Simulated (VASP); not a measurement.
# Ni, equation of state: which settings are enough?

Ni, Fm-3m (no. 225), 1 atom in the cell. PBEsol; PAW potentials Ni (PBE set). VASP 6.6.1.

Wanted: equilibrium volume within 0.2 %; bulk modulus within 1 %.

What the run is for: equation of state; Accuracy asked: standard.

The series start from Plane-wave cutoff (eV): 350; Smearing width (eV): 0.1; k-point mesh: 18 × 18 × 18; Volumes: 5 from 0.92 to 1.08; Precision mode (PREC): Accurate; Electronic threshold (eV): 1e-6; Aspherical gradient terms in the spheres (LASPH): yes; Start of each volume: each volume from scratch. Each series keeps the choices made before it, and each single choice may use up half of a tolerance. Times cover all steps of a run.

## Plane-wave cutoff (eV)

| Plane-wave cutoff (eV) | Equilibrium volume (Å³/atom) | Bulk modulus (GPa) | Time (s) |
|---|---|---|---|
| 220 | 10.17 | 230.5 | 40 |
| 270 | 10.36 | 227.8 | 48 |
| 310 | 10.37 | 228.6 | 49 |
| 350 | 10.37 | 228.5 | 55 |
| 400 | 10.37 | 228.3 | 61 |
| 470 | 10.37 | 228.4 | 104 |
| 570 | 10.37 | 228.4 | 117 |
| 710 (reference) | 10.37 | 228.5 | 153 |

Chosen: 310, the loosest value from which every tighter one stays within half of the tolerance.

## Smearing width (eV)

| Smearing width (eV) | Equilibrium volume (Å³/atom) | Bulk modulus (GPa) | Time (s) |
|---|---|---|---|
| 0.4 | 10.37 | 227.7 | 54 |
| 0.3 | 10.37 | 228.9 | 57 |
| 0.2 | 10.37 | 229.1 | 51 |
| 0.15 | 10.37 | 228.8 | 46 |
| 0.1 | 10.37 | 228.6 | 49 |
| 0.05 (reference) | 10.37 | 228.5 | 54 |

Chosen: 0.4.

## k-point mesh

| k-point mesh | Equilibrium volume (Å³/atom) | Bulk modulus (GPa) | Time (s) |
|---|---|---|---|
| 6 × 6 × 6 | 10.34 | 230.6 | 25 |
| 7 × 7 × 7 | 10.35 | 225.7 | 22 |
| 9 × 9 × 9 | 10.33 | 230.5 | 28 |
| 12 × 12 × 12 | 10.38 | 224.4 | 39 |
| 15 × 15 × 15 | 10.38 | 227.6 | 44 |
| 18 × 18 × 18 | 10.37 | 227.7 | 54 |
| 21 × 21 × 21 (reference) | 10.37 | 226.6 | 69 |

Chosen: 15 × 15 × 15.

## Volumes

| Volumes | Equilibrium volume (Å³/atom) | Bulk modulus (GPa) | Time (s) |
|---|---|---|---|
| 5 from 0.88 to 1.12 | 10.38 | 227.7 | 55 |
| 5 from 0.92 to 1.08 | 10.38 | 227.6 | 44 |
| 7 from 0.91 to 1.09 (reference) | 10.38 | 227.7 | 72 |

Chosen: 5 from 0.88 to 1.12.

## Precision mode (PREC)

| Precision mode (PREC) | Equilibrium volume (Å³/atom) | Bulk modulus (GPa) | Time (s) |
|---|---|---|---|
| SingleN | 10.42 | 220.6 | 37 |
| Normal | 10.39 | 227.5 | 42 |
| Accurate (reference) | 10.38 | 227.7 | 55 |

Chosen: Normal.

## Electronic threshold (eV)

| Electronic threshold (eV) | Equilibrium volume (Å³/atom) | Bulk modulus (GPa) | Time (s) |
|---|---|---|---|
| 0.001 | 10.39 | 227.5 | 29 |
| 0.0001 | 10.39 | 227.5 | 43 |
| 1e-5 | 10.39 | 227.5 | 35 |
| 1e-6 | 10.39 | 227.5 | 42 |
| 1e-7 (reference) | 10.39 | 227.5 | 38 |

Chosen: 0.001.

## Aspherical gradient terms in the spheres (LASPH)

| Aspherical gradient terms in the spheres (LASPH) | Equilibrium volume (Å³/atom) | Bulk modulus (GPa) | Time (s) |
|---|---|---|---|
| no | 10.39 | 227.5 | 16 |
| yes (reference) | 10.39 | 227.5 | 29 |

Chosen: no.

## Start of each volume

| Start of each volume | Equilibrium volume (Å³/atom) | Bulk modulus (GPa) | Time (s) |
|---|---|---|---|
| each volume from scratch | 10.39 | 227.5 | 16 |
| orbitals of the volume before (WAVECAR) | 10.41 | 224.6 | 14 |

Chosen: each volume from scratch; no other choice that stays within half of the tolerance saves 30 % of the time.

## All choices together

| Input | Equilibrium volume (Å³/atom) | Bulk modulus (GPa) | Time (s) |
|---|---|---|---|
| the program's defaults (naive) | 10.29 | 226.4 | 7.2 |
| chosen settings | 10.38 | 227.5 | 23 |
| reference settings throughout | 10.37 | 227.4 | 284 |

The tolerance is met.

1 cheaper combination failed this check first and made the worst setting one step tighter.

## The input

INCAR:
```
SYSTEM = Ni
GGA = PS ; ISPIN = 2
MAGMOM = 1 ; LORBIT = 11
ISMEAR = 1 ; SIGMA = 0.4
LWAVE = .FALSE. ; LCHARG = .FALSE.
ISIF = 2 ; NSW = 0
PREC = Normal ; LASPH = .FALSE.
LREAL = .FALSE. ; ALGO = Normal
EDIFF = 0.001 ; NELM = 200
GGA_COMPAT = .FALSE. ; ENCUT = 310
LMAXMIX = 4 ; KPAR = 4
```

KPOINTS:
```
Automatic mesh
0
Gamma
  18 18 18
  0 0 0
```

POSCAR.step1:
```
Ni
1.0
    0.0000000000      1.6650882909      1.6650882909
    1.6650882909      0.0000000000      1.6650882909
    1.6650882909      1.6650882909      0.0000000000
Ni
1
Direct
    0.0000000000      0.0000000000      0.0000000000
```

POSCAR.step2:
```
Ni
1.0
    0.0000000000      1.7021023080      1.7021023080
    1.7021023080      0.0000000000      1.7021023080
    1.7021023080      1.7021023080      0.0000000000
Ni
1
Direct
    0.0000000000      0.0000000000      0.0000000000
```

POSCAR.step3:
```
Ni
1.0
    0.0000000000      1.7375729330      1.7375729330
    1.7375729330      0.0000000000      1.7375729330
    1.7375729330      1.7375729330      0.0000000000
Ni
1
Direct
    0.0000000000      0.0000000000      0.0000000000
```

POSCAR.step4:
```
Ni
1.0
    0.0000000000      1.7716516424      1.7716516424
    1.7716516424      0.0000000000      1.7716516424
    1.7716516424      1.7716516424      0.0000000000
Ni
1
Direct
    0.0000000000      0.0000000000      0.0000000000
```

POSCAR.step5:
```
Ni
1.0
    0.0000000000      1.8044674412      1.8044674412
    1.8044674412      0.0000000000      1.8044674412
    1.8044674412      1.8044674412      0.0000000000
Ni
1
Direct
    0.0000000000      0.0000000000      0.0000000000
```

Commands (each step's output is kept before the next begins):
```
cat potpaw_PBE.64/Ni/POTCAR > POTCAR
cp POSCAR.step1 POSCAR
mpirun -np 4 vasp_std > vasp.out
cp POSCAR.step2 POSCAR
mpirun -np 4 vasp_std > vasp.out
cp POSCAR.step3 POSCAR
mpirun -np 4 vasp_std > vasp.out
cp POSCAR.step4 POSCAR
mpirun -np 4 vasp_std > vasp.out
cp POSCAR.step5 POSCAR
mpirun -np 4 vasp_std > vasp.out
```

The chosen input took VASP 6.6.1 23 s on 4 cores (Intel Xeon Platinum 8259CL @ 2.50GHz (Skylake/Cascade Lake)), a shared host.

## An input that fails: cutoff far too low

It runs to its end, but against the unchanged starting input it is off by 8.4 % in the equilibrium volume, 109 % in the bulk modulus.

Changes against the starting input:
```
(all steps)
- PREC = Accurate
- NELM = 200
- ENCUT = 350
+ PREC = Low
+ NELM = 55
+ ENCUT = 160
```
